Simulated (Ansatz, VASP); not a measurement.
# KCl: VASP beside Ansatz

The input POSCAR:

```
KCl
1.0
    3.7708085932      0.0000000000      0.0000000000
    0.0000000000      3.7708085932      0.0000000000
    0.0000000000      0.0000000000      3.7708085932
K Cl
1 1
Direct
    0.0000000000      0.0000000000      0.0000000000
    0.5000000000      0.5000000000      0.5000000000
```

INCAR.step1

```
  ALGO = Normal
  EDIFF = 1E-4
  ENCUT = 520
  GGA = PE
  ISMEAR = 0
  LASPH = T
  LCHARG = F
  LREAL = F
  LWAVE = T
  NBANDS = 15
  NELM = 60
  PREC = Accurate
  SIGMA = 0.01
```

INCAR.step2

```
  ALGO = Normal
  EDIFF = 1E-6
  ENCUT = 520
  ISIF = 2
  ISMEAR = 0
  ISTART = 1
  LASPH = T
  LCHARG = F
  LMIXTAU = T
  LREAL = F
  LWAVE = F
  METAGGA = R2SCAN
  NBANDS = 15
  NELM = 60
  PREC = Accurate
  SIGMA = 0.01
```

File KPOINTS:

```
k-points
0
Gamma
  2 2 2
```

Input for Ansatz:

```yaml
crystal:
  lattice:
    - [3.7708085932, 0.0, 0.0]
    - [0.0, 3.7708085932, 0.0]
    - [0.0, 0.0, 3.7708085932]
  atoms:
    - { symbol: K, position: [0.0, 0.0, 0.0] }
    - { symbol: Cl, position: [0.5, 0.5, 0.5] }
kpoints:
  mp_grid: { grid: [2, 2, 2] }
hamiltonian:
  xc: r2scan
scf:
  occupations: { method: fixed }
  n_extra_bands: 4
output:
  forces: true
  stress: true
  eigenvalues: true
```

Alike in both runs: task single point; functional r2SCAN; k mesh 2 × 2 × 2; no spin polarisation.

```csv
,VASP,Ansatz
version,VASP 6.6.1,Ansatz 0.2.0
potentials or method,"VASP PAW PBE potentials, release 64 (K_sv, Cl)",plane waves
plane-wave cutoff (eV),520,500
occupations,"gaussian, width 0.01 eV",fixed
valence electrons in the cell,16,16
```

```csv
,VASP,Ansatz,Ansatz less VASP
gap on the k mesh at the Fermi level (eV),5.71,5.71,-0.005
pressure (GPa),1.4,1.4,+0.04
```

Caveats: the k mesh is coarse (spacing up to 0.83 Å⁻¹), so the values aren't converged; the PAW data sets were made with another functional, which shifts forces and pressure a little (VASP). r2SCAN opens gaps a little over a GGA but as a rule still falls short of measured ones. A k mesh can miss the band edges.
